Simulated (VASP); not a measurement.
## Ir: single point with PBEsol

The system is Ir.

```
Ir
1.0
     0.00000    1.91560    1.91560
     1.91560    0.00000    1.91560
     1.91560    1.91560    0.00000
Ir
1
Direct
  0.00000 0.00000 0.00000
```

```
Program                : VASP 6.6.1
Task                   : single point
Functional             : PBEsol
Potentials or basis    : VASP PAW PBE potentials, release 64 (Ir)
Cutoff                 : 500 eV
k mesh                 : 12 × 12 × 12
Occupations            : gaussian, width 0.02 eV
Spin                   : no spin polarisation
Further INCAR settings : ALGO = Normal; EDIFF = 1e-06; NBANDS = 10
```

```yaml
Pressure: 0.2 GPa
Band_gap_on_the_k_mesh: none (metal or under the smearing width)
```

Levels at points of the mesh, in eV from the Fermi level:
| k point | band 1 | band 2 | band 3 | band 4 | band 5 | band 6 | band 7 | band 8 | band 9 |
| --- | --- | --- | --- | --- | --- | --- | --- | --- | --- |
| (0.00, 0.00, 0.00) | -11.29 | -3.97 | -3.97 | -3.97 | -1.23 | -1.23 | 14.28 | 19.89 | 19.89 |
| (0.50, 0.00, 0.00) | -8.24 | -4.07 | -4.07 | -0.87 | 0.88 | 0.88 | 7.26 | 13.81 | 19.78 |
| (0.50, 0.50, 0.00) | -8.05 | -7.47 | 0.86 | 1.46 | 1.46 | 1.62 | 10.52 | 11.66 | 11.66 |

It took 6.2 s on 1 thread of Intel(R) Xeon(R) 6975P-C (Granite Rapids), with other jobs on the host, peak memory 0.12 GiB.

Caveat: the PAW data sets were made with another functional, which shifts forces and pressure a little. The run has no spin-orbit coupling, so splittings on Ir are missing.
